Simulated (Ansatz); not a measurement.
# Converging the field response of a LiCl (001) film, part 3 of 3

Aim: a convergence study of the equivalent conductor thickness of a LiCl (001) film, with the cost of each setting.

Ansatz 0.2.0; plane-wave DFT, PBE, Ansatz PAW (the session's first sound run).

So far, equivalent conductor thickness p/(ε₀AE) (Å): step 2 (single point, setting first choice, PBE) 8.85; step 16 (single point, box 28.3 Å (run 4), PBE) 8.85; step 17 (single point, box 28.3 Å (run 5), PBE) 8.85; step 18 (single point, box 28.3 Å (run 6), PBE) 8.85; step 19 (LDA) 8.97.

## Step 20: Run, box 28.3 Å (run 9)

This step: plane-wave DFT, r2SCAN, Ansatz PAW (Ansatz 0.2.0).

File input.yaml:

```yaml
crystal:
  lattice:
    - [3.63452886, 0.0, 0.0]
    - [0.0, 3.63452886, 0.0]
    - [0.0, 0.0, 28.28]
  atoms:
    - { symbol: Li, position: [0.5, 0.5, 0.3182461103] }
    - { symbol: Cl, position: [0.0, 0.0, 0.3182461103] }
    - { symbol: Li, position: [0.0, 0.0, 0.4091230552] }
    - { symbol: Cl, position: [0.5, 0.5, 0.4091230552] }
    - { symbol: Li, position: [0.5, 0.5, 0.5] }
    - { symbol: Cl, position: [0.0, 0.0, 0.5] }
    - { symbol: Li, position: [0.0, 0.0, 0.5908769448] }
    - { symbol: Cl, position: [0.5, 0.5, 0.5908769448] }
    - { symbol: Li, position: [0.5, 0.5, 0.6817538897] }
    - { symbol: Cl, position: [0.0, 0.0, 0.6817538897] }
kpoints:
  mp_grid: { grid: [8, 8, 1] }
hamiltonian:
  xc: r2scan
scf:
  occupations: { method: fixed }
  convergence: { dr2_threshold: 1.0e-10 }
efield:
  axis: 3
  dipole_correction: true
  ramp_position: 0.97
  ramp_width: 0.06
  amplitude: 0.1
output:
  write_potential: true
  write_density: true
  volumetric_format: npy
```

Run with:

```sh
> ansatz run input.yaml --threads 2 --pin off --max-ram 3072MiB --backend cpu --events-out ev --progress --plain --runs-dir out
```

Numbers of over 12 decimals in the logs are rounded to 6 here.

Output:

```text
[...]
Crystal: 10 atoms, lattice volume = 373.573 Å³
Basis set: ecut = 500 eV, 9535 PW (Γ), exchange–correlation on 108×108×864 points (64 copies of the dense FFT grid, shifted against one another)
Bands: 35, of which v1, the nominal top of the filled ones, is band 25 counted from 1 (24 counted from 0)
Symmetry: 8 space group operations
k-points: 15 of 64
[...]
k-point 0: bands = [... 21 lower, -3.3767, -3.2371, -3.1141, -3.1141, 2.7778, 3.4461, 3.6256, 4.5778, ... 6 higher]
  k-point 1: bands = [... 21 lower, -3.3521, -3.2906, -3.1692, -3.1032, 2.9613, 3.6416, 3.8197, 4.7732, ... 6 higher]
  k-point 2: bands = [... 21 lower, -3.3757, -3.3006, -3.2614, -3.0901, 3.4295, 4.0936, 4.3285, 5.0637, ... 6 higher]
  k-point 14: bands = [... 21 lower, -4.1663, -4.0849, -4.0162, -3.6503, 5.1607, 5.5412, 5.7993, 6.0356, ... 6 higher]
[key lines of the parts left out:]
SCF converged after 12 iterations
Free energy (F): -6463.578707 eV
Fermi energy:    -3.090097 eV
Dipole field:    D = 0.030490 V/Å  (p = 0.062946 e·Å, saw-weighted, corrected)
```

The job ended after 16 s (2 threads of Intel Xeon 6975P-C (Granite Rapids), shared host; peak memory 1.1 GiB; 32 s of CPU time).

The dipole corresponds to a conductor 8.622 Å thick, -2.60 % from the first choice, at 2.7 times its CPU time.

## Step 21: Single point, box 28.3 Å (run 7)

This step: plane-wave DFT, PBE, norm-conserving (Ansatz 0.2.0).

input.yaml: that of step 20 with these lines changed.

```diff
@@ -19,3 +19,4 @@
 hamiltonian:
-  xc: r2scan
+  xc: pbe
+  pseudopotentials: { kind: nc }
 scf:
```

Output:

```text
[...]
Crystal: 10 atoms, lattice volume = 373.573 Å³
Basis set: ecut = 1034.032677 eV, 28345 PW (Γ)
Bands: 35, of which v1, the nominal top of the filled ones, is band 25 counted from 1 (24 counted from 0)
Symmetry: 8 space group operations
k-points: 15 of 64
[...]
k-point 0: bands = [... 21 lower, -3.0500, -2.9162, -2.7939, -2.7939, 2.3654, 2.9530, 3.4859, 4.1066, ... 6 higher]
  k-point 1: bands = [... 21 lower, -3.0240, -2.9655, -2.8450, -2.7815, 2.5530, 3.1549, 3.6845, 4.2713, ... 6 higher]
  k-point 2: bands = [... 21 lower, -3.0427, -2.9689, -2.9326, -2.7647, 3.0127, 3.6069, 4.2033, 4.5175, ... 6 higher]
  k-point 14: bands = [... 21 lower, -3.8203, -3.7430, -3.6615, -3.3139, 4.7035, 5.0625, 5.3398, 5.7141, ... 6 higher]
[key lines of the parts left out:]
SCF converged after 12 iterations
Free energy (F): -3233.522573 eV
Fermi energy:    -2.764707 eV
Dipole field:    D = 0.031316 V/Å  (p = 0.064651 e·Å, saw-weighted, corrected)
```

It took 24 s on 2 threads; peak memory 1.4 GiB.

The dipole corresponds to a conductor 8.856 Å thick, +0.04 % from the first choice, at 4.0 times its CPU time.

## Step 22: Single point, box 28.3 Å (run 8)

This step: plane-wave DFT, PBE, JTH PAW (Ansatz 0.2.0).

input.yaml: that of step 21 with these lines changed.

```diff
@@ -20,3 +20,3 @@
   xc: pbe
-  pseudopotentials: { kind: nc }
+  pseudopotentials: { kind: paw, source: jth }
 scf:
```

Output:

```text
[...]
k-point 0: bands = [... 21 lower, -3.0032, -2.8696, -2.7470, -2.7470, 2.4041, 2.9928, 3.5035, 4.1398, ... 6 higher]
  k-point 1: bands = [... 21 lower, -2.9769, -2.9186, -2.7979, -2.7343, 2.5918, 3.1949, 3.7012, 4.3068, ... 6 higher]
  k-point 2: bands = [... 21 lower, -2.9954, -2.9210, -2.8851, -2.7166, 3.0519, 3.6473, 4.2204, 4.5574, ... 6 higher]
  k-point 14: bands = [... 21 lower, -3.7744, -3.6968, -3.6158, -3.2678, 4.7418, 5.1014, 5.3775, 5.7525, ... 6 higher]
[key lines of the parts left out:]
SCF converged after 12 iterations
Free energy (F): -6438.126081 eV
Fermi energy:    -2.716623 eV
Dipole field:    D = 0.031299 V/Å  (p = 0.064616 e·Å, saw-weighted, corrected)
```

Elapsed: 35 s, on 2 threads; peak memory 1.8 GiB.

The dipole corresponds to a conductor 8.851 Å thick, -0.02 % from the first choice, at 5.8 times its CPU time.

## Step 23: The series together

Times are for 2 threads of Intel Xeon 6975P-C (Granite Rapids), shared host. The runs compared:

| no. | setting | equivalent conductor thickness p/(ε₀AE) (Å) | time | memory (GiB) |
| --- | --- | --- | --- | --- |
| 1 | first choice | 8.853 | 6.1 s | 0.6 |
| 2 | cutoff 250 eV | 8.850 | 3.1 s | 0.41 |
| 3 | cutoff 330 eV | 8.853 | 4.5 s | 0.51 |
| 4 | cutoff 600 eV | 8.853 | 10 s | 0.86 |
| 5 | mesh 1x1 | 9.328 | 0.58 s | 0.40 |
| 6 | mesh 2x2 | 8.945 | 1 s | 0.54 |
| 7 | mesh 4x4 | 8.853 | 2.5 s | 0.52 |
| 8 | mesh 16x16 | 8.853 | 19 s | 0.94 |
| 9 | vacuum 10 Å | 8.849 | 4.4 s | 0.51 |
| 10 | vacuum 14 Å | 8.852 | 5.2 s | 0.57 |
| 11 | vacuum 26 Å | 8.853 | 8 s | 0.71 |
| 12 | field 0.005 V/Å | 8.851 | 6 s | 0.61 |
| 13 | field 0.03 V/Å | 8.852 | 6 s | 0.61 |
| 14 | field 0.3 V/Å | 8.856 | 6.3 s | 0.61 |
| 15 | SCF threshold 1e-04 eV | 8.850 | 5.7 s | 0.60 |
| 16 | SCF threshold 1e-06 eV | 8.850 | 5.7 s | 0.60 |
| 17 | SCF threshold 1e-08 eV | 8.853 | 5.8 s | 0.61 |
| 18 | LDA, Ansatz PAW (420 eV) | 8.970 | 6 s | 0.60 |
| 19 | r2SCAN, Ansatz PAW (500 eV) | 8.622 | 16 s | 1.1 |
| 20 | PBE, norm-conserving (1034 eV) | 8.856 | 24 s | 1.4 |
| 21 | PBE, JTH PAW (1170 eV) | 8.851 | 35 s | 1.8 |

## Step 24: Summary of results

| Quantity | Value |
| --- | --- |
| equivalent conductor thickness, first choice | 8.853 Å |
| equivalent conductor thickness, cutoff 600 eV | 8.853 Å |
| equivalent conductor thickness, mesh 1x1 | 9.328 Å |
| equivalent conductor thickness, mesh 2x2 | 8.945 Å |
| equivalent conductor thickness, vacuum 26 Å | 8.853 Å |
| equivalent conductor thickness, LDA, Ansatz PAW (420 eV) | 8.970 Å |
| equivalent conductor thickness, r2SCAN, Ansatz PAW (500 eV) | 8.622 Å |

The first choice gives 8.85 Å. Numerical settings off by more than 1 % against it: mesh 1x1 (+5.4 %) and mesh 2x2 (+1.0 %). The cheapest single change that stays within 0.5 % is mesh 4x4, at 38 % of the CPU time. Functionals and files move it by +1.3 % (LDA, Ansatz PAW (420 eV)), -2.6 % (r2SCAN, Ansatz PAW (500 eV)), under 0.1 % (PBE, norm-conserving (1034 eV)) and under 0.1 % (PBE, JTH PAW (1170 eV)). The film is symmetric and its atoms are held, so the dipole is the electronic response to the field alone. Times of a few seconds on a shared host rank the settings only roughly. In 1 run of the series (vacuum 10 Å) the program warns that electrons reach the sawtooth's ramp, which makes dipole and work function less sure.

[Logs are printed without paths, hosts, clocks, repeated set-up lines and the standing remarks that a program may print on its own settings, such as how far it seeks lower states.]

[Hosts, paths, dates, database ids (printed as entryN), source tags and the programs' standing remarks are cut or masked in the printed files.]

[Maps of the electrostatic potential energy from Ansatz leave out the sawtooth potential of an applied field or a dipole correction, so their vacuum need not be flat; planar profiles and work functions include it.]
